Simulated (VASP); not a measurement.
Here is a VASP 6.6.1 calculation.

File INCAR:

```
PREC = Accurate
ENCUT = 600
EDIFF = 1E-7
ISMEAR = 0
SIGMA = 0.03
LREAL = F
LASPH = T
NELM = 80
ALGO = Normal
ISIF = 3
LWAVE = F
LCHARG = F
GGA = PS
IBRION = 2
NSW = 90
EDIFFG = -0.005
KPAR = 4
```

The input KPOINTS:

```
regular mesh
0
Gamma
  12 12 6
```

POSCAR

```
AlN                                     
1.0
    3.1127044167      0.0000000000      0.0000000000
   -1.5563522083      2.6956810993     -0.0000000000
   -0.0000000000      0.0000000000      4.9808959609
  Al              N             
     2     2
Direct
     0.3333333332999970    0.6666666667000030    0.9989884320416089
     0.6666666667000030    0.3333333332999970    0.4989884320416089
     0.3333333332999970    0.6666666667000030    0.3810115679583936
     0.6666666667000030    0.3333333332999970    0.8810115679583936
```

Potentials or basis: VASP PAW PBE potentials, release 64 (Al, N).

Launch:

```sh
$ cat potpaw_PBE.64/Al/POTCAR potpaw_PBE.64/N/POTCAR > POTCAR
$ mpirun -np 4 vasp_std > vasp.out
```

(1) Estimate the relaxed cell.

(2) Predict the relaxed volume.

(3) Estimate the space group after relaxing (to 0.05 Å).

Results:

(1) a = 3.113 Å, b = 3.113 Å, c = 4.982 Å, α = 90.00°, β = 90.00°, γ = 120.00°.

(2) 10.45 Å³/atom.

(3) P6_3mc (No. 186).

Caveat: the PAW data sets were made with another functional, which shifts forces and pressure a little.
